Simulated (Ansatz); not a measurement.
# Os (Os, omega (AlB2-type)): the cost of one run

Computed with Ansatz 0.2.0 (DFT revPBE, plane waves (420 eV) with PAW, scalar-relativistic; PAW files made under PBE, frozen cores solved again for the functional, unless a step says otherwise).

### 1 The system as given

Symmetry: P6/mmm, No. 191, hexagonal system. The conventional cell has a = 4.292 Å, b = 4.292 Å, c = 2.631 Å, α = 90.00°, β = 90.00°, γ = 120.00°. Os (site symmetry 6/mmm) is surrounded by 14 Os at 2.63 to 2.81 Å. Os (site symmetry -6m2) is surrounded by 11 Os at 2.48 to 2.81 Å.

As a file:

```xyz
3
Lattice="4.2920 0.0000 0.0000 -2.1460 3.7170 0.0000 0.0000 0.0000 2.6310" Properties=species:S:1:pos:R:3 pbc="T T T"
Os    0.0000    0.0000    0.0000
Os    0.0000    2.4780    1.3155
Os    2.1460    1.2390    1.3155
```

### 2 Geometry optimisation

input.yaml

```yaml
crystal:
  lattice:
    - [4.2920416892, 0.0, 0.0]
    - [-2.1460208446, 3.717017137, 0.0]
    - [0.0, 0.0, 2.6310215555]
  atoms:
    - { symbol: Os, position: [0.0, 0.0, 0.0] }
    - { symbol: Os, position: [0.3333333333, 0.6666666667, 0.5] }
    - { symbol: Os, position: [0.6666666667, 0.3333333333, 0.5] }
hamiltonian:
  xc: revpbe
  pseudopotentials:
    kind: paw
    azcp:
      Os: "pseudopotentials/Os.paw.azcp"
basis:
  ecutwfc: 420
  fft_grid_basis: typed
kpoints:
  mp_grid: { grid: [9, 9, 12], shift: [0, 0, 0] }
magnetization:
  spin_polarized: false
scf:
  occupations: { method: fermi_dirac, width: 0.1 }
relax:
  max_steps: 60
  f_tol: 0.01
  cell: {}
```

What time and memory should one allow on 2 threads of an Arm CPU, shared host?

About 11 s, with a peak of 0.37 GiB.
